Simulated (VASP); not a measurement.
A run of VASP 6.6.1 is set up as follows.

File INCAR:

```
SYSTEM = SiRu
PREC = Accurate ; ENCUT = 520
EDIFF = 1E-7 ; ISMEAR = 0
SIGMA = 0.5 ; LREAL = .FALSE.
LASPH = .TRUE. ; NELM = 100
ALGO = Normal ; ISIF = 2
LWAVE = .FALSE. ; LCHARG = .FALSE.
GGA = PS ; NBANDS = 46
```

The input KPOINTS:

```
regular mesh
0
G
  8 8 8
  0 0 0
```

POSCAR

```
SiRu
1.0
    4.6904800000      0.0000000000      0.0000000000
    0.0000000000      4.6904800000      0.0000000000
    0.0000000000      0.0000000000      4.6904800000
Si Ru
4 4
Direct
    0.1616100000      0.3383900000      0.6616100000
    0.3383900000      0.6616100000      0.1616100000
    0.6616100000      0.1616100000      0.3383900000
    0.8383900000      0.8383900000      0.8383900000
    0.8686500000      0.6313500000      0.3686500000
    0.6313500000      0.3686500000      0.8686500000
    0.3686500000      0.8686500000      0.6313500000
    0.1313500000      0.1313500000      0.1313500000
```

Potentials or basis: VASP PAW PBE potentials, release 64 (Si, Ru_pv).

Run with:

```console
$ cat potpaw_PBE.64/Si/POTCAR potpaw_PBE.64/Ru_pv/POTCAR > POTCAR
$ mpirun -np 1 vasp_std > vasp.out
```

(1) Estimate the band gap on the k mesh.

(2) Estimate the pressure.

(3) Estimate the largest force.

Results:

(1) 0.25 eV, indirect (least direct gap 0.34 eV).

(2) 0.6 GPa.

(3) 0.109 eV/Å.

Caveat: the PAW data sets were made with another functional, which shifts forces and pressure a little.
